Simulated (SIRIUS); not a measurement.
Write the native input for SIRIUS 7.10.0 that does the following.

| Item | Value |
| --- | --- |
| Task | single point |
| Functional | PBE |
| Potentials or basis | PseudoDojo 0.5 PBE stringent (scalar relativistic) |
| Cutoff | 1202 eV |
| Density cutoff | 4809 eV |
| k mesh | 12 × 12 × 12 |
| Occupations | fermi-dirac, width 0.05 eV |
| Spin | no spin polarisation |
| Libxc names | ["XC_GGA_X_PBE", "XC_GGA_C_PBE"] |
| Energy tol | 1e-08 Ha |
| Density tol | 1e-06 |
| Mixer | anderson |
| Mixing beta | 0.7 |
| Max scf | 100 |
| Radial cutoff for the potentials' integrals | 6.5 bohr |

Crystal: Rh.

```xyz
1
Lattice="0.0000 1.8979 1.8979 1.8979 0.0000 1.8979 1.8979 1.8979 0.0000" Properties=species:S:1:pos:R:3 pbc="T T T"
Rh    0.0000    0.0000    0.0000
```

The input as run:

sirius.json

```json
{
  "control": {
    "processing_unit": "cpu",
    "verbosity": 2,
    "num_bands_to_print": 16,
    "print_forces": true,
    "print_stress": true
  },
  "parameters": {
    "electronic_structure_method": "pseudopotential",
    "xc_functionals": ["XC_GGA_X_PBE", "XC_GGA_C_PBE"],
    "gk_cutoff": 9.4,
    "pw_cutoff": 18.8,
    "ngridk": [12, 12, 12],
    "shiftk": [0, 0, 0],
    "smearing": "fermi_dirac",
    "smearing_width": 0.0018374661,
    "num_bands": 16,
    "num_mag_dims": 0,
    "num_dft_iter": 100,
    "energy_tol": 1e-08,
    "density_tol": 1e-06
  },
  "iterative_solver": {
    "type": "davidson",
    "min_tolerance": 1e-09,
    "tolerance_scale": [0.1, 0.25]
  },
  "mixer": {
    "type": "anderson",
    "beta": 0.7,
    "max_history": 8
  },
  "settings": {
    "tol_ne": 1e-10,
    "pseudo_grid_cutoff": 6.5
  },
  "unit_cell": {
    "lattice_vectors": [
      [0.0, 3.586416725621, 3.586416725621],
      [3.586416725621, 0.0, 3.586416725621],
      [3.586416725621, 3.586416725621, 0.0]
    ],
    "atom_coordinate_units": "lattice",
    "atom_types": ["Rh"],
    "atom_files": {
      "Rh": "Rh.json"
    },
    "atoms": {
      "Rh": [
        [0.0, 0.0, 0.0]
      ]
    }
  }
}
```

Potentials or basis: PseudoDojo 0.5 PBE stringent (scalar relativistic).

Run with:

```bash
$ upf_to_json Rh.upf
$ OMP_NUM_THREADS=1 sirius.scf --input=sirius.json --output=out.json --task=0
```

Results of the run:

- Pressure: 7.6 GPa
- Band gap on the k mesh: none (metal or under the smearing width)

Run time: 26 s on 1 thread of Arm Neoverse V2, with other jobs on the host, peak memory 0.29 GiB.
